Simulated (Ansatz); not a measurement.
Density of states of a TaSi2 cell (a random packing of atoms, relaxed), per eV and atom, broadened by Gaussian smearing of width 0.1 eV and averaged over bins of 0.3 eV, from 8 eV under the Fermi level at most up to where the solved bands end.

Computed with DFT PBE, scalar-relativistic, plane waves, PAW in Ansatz 0.2.0.

Cutoff 420 eV; k points 6×7×7 on the computed 9-atom cell (Γ-centred); Gaussian smearing, width 0.10 eV; no spin polarisation.

```yaml
crystal:
  lattice:
    - [5.23366, 0.18901, 0.14194]
    - [0.20049, 5.11087, -0.22404]
    - [0.14501, -0.21435, 5.16306]
  atoms:
    - { symbol: Ta, position: [0.67431, 0.08393, 0.19543] }
    - { symbol: Ta, position: [0.92151, 0.33816, 0.70017] }
    - { symbol: Ta, position: [0.40693, 0.58670, 0.46118] }
    - { symbol: Si, position: [0.26067, 0.33385, 0.03406] }
    - { symbol: Si, position: [0.55931, 0.66033, 0.94273] }
    - { symbol: Si, position: [0.00373, 0.84187, 0.78718] }
    - { symbol: Si, position: [0.50539, 0.06970, 0.68640] }
    - { symbol: Si, position: [0.15952, 0.00631, 0.33424] }
    - { symbol: Si, position: [0.90235, 0.59245, 0.27393] }
```

```csv
E − E_F (eV),total,Ta 5d,Si 3p,Si 3s,Ta 6s
-7.90,0.214,0.041,0.077,0.086,0.008
-7.60,0.247,0.047,0.086,0.101,0.009
-7.30,0.187,0.031,0.072,0.066,0.014
-7.00,0.221,0.039,0.089,0.072,0.017
-6.70,0.266,0.046,0.111,0.086,0.017
-6.40,0.271,0.049,0.119,0.082,0.014
-6.10,0.168,0.028,0.096,0.027,0.013
-5.80,0.393,0.070,0.244,0.043,0.028
-5.50,0.346,0.071,0.206,0.038,0.024
-5.20,0.399,0.088,0.233,0.046,0.023
-4.90,0.409,0.097,0.242,0.042,0.020
-4.60,0.449,0.115,0.257,0.047,0.019
-4.30,0.486,0.135,0.269,0.052,0.019
-4.00,0.444,0.142,0.236,0.042,0.013
-3.70,0.578,0.208,0.298,0.044,0.014
-3.40,0.673,0.272,0.326,0.042,0.015
-3.10,0.633,0.274,0.297,0.034,0.011
-2.80,0.574,0.260,0.252,0.032,0.012
-2.50,0.524,0.243,0.224,0.029,0.009
-2.20,0.584,0.314,0.208,0.032,0.009
-1.90,0.596,0.326,0.209,0.030,0.010
-1.60,0.635,0.346,0.216,0.036,0.012
-1.30,0.560,0.320,0.181,0.026,0.009
-1.00,0.387,0.228,0.115,0.020,0.006
-0.70,0.450,0.267,0.121,0.030,0.010
-0.40,0.346,0.196,0.102,0.022,0.007
-0.10,0.409,0.225,0.124,0.026,0.009
0.20,0.407,0.210,0.121,0.035,0.014
0.50,0.585,0.306,0.171,0.049,0.019
0.80,0.553,0.299,0.147,0.047,0.018
1.10,0.603,0.339,0.148,0.054,0.019
1.40,0.657,0.347,0.168,0.074,0.021
1.70,0.649,0.327,0.169,0.080,0.024
```

The columns after the total are the largest Löwdin projections on the valence shells of the potentials, so they needn't add up, and the weight of a shell that a potential lacks goes to other orbitals. The cell has no gap on the mesh.

Spin-orbit coupling is left out, which matters for the bands of heavy elements.

Cost: 2 runs of about 6.3 core-minutes in all (earlier runs that led there not counted), on Intel Xeon Processor @ 2.50GHz (Skylake/Cascade Lake) (shared hosts).